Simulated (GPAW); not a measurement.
Runs of GPAW 26.7.0 on HfN. The structure is cubic, space group Fm-3m (No. 225). The conventional cell has a = 4.512 Å, b = 4.512 Å, c = 4.512 Å, α = 90.00°, β = 90.00°, γ = 90.00°. Hf (site symmetry m-3m) has 6 N at 2.26 Å as nearest neighbours. Around N (site symmetry m-3m) lie 6 Hf at 2.26 Å. 

```tsv
task	level	potentials or basis	k mesh	cutoff (eV)	hybrids on these orbitals	mesh quality	V0 of scaled cells (Å³/atom)	B0 (GPa)
equation of state	PBE+D3(BJ)	GPAW PAW data sets (gpaw-data 1.2.1), pw	8 × 8 × 8	800	-	not flagged	11.56	282
equation of state	PBE+D4	GPAW PAW data sets (gpaw-data 1.2.1), pw	8 × 8 × 8	800	-	not flagged	11.59	277
equation of state	PBEsol+D3(BJ)	PAW data sets generated in the run's folder for this functional, pw	8 × 8 × 8	800	-	not flagged	11.24	304
equation of state	revPBE+D4	the program's PAW data sets (release 1.2.1) made for this functional, pw	8 × 8 × 8	800	-	not flagged	(b)	(a)
equation of state	revPBE+D3	the program's PAW data sets (release 1.2.1) made for this functional, pw	8 × 8 × 8	800	-	not flagged	11.50	283
```

Alike in all rows: no spin polarisation; cell as given; smearing fermi-dirac 0.05 eV.

Question: Estimate the missing entries.

Answer: (a) 273; (b) 11.55.
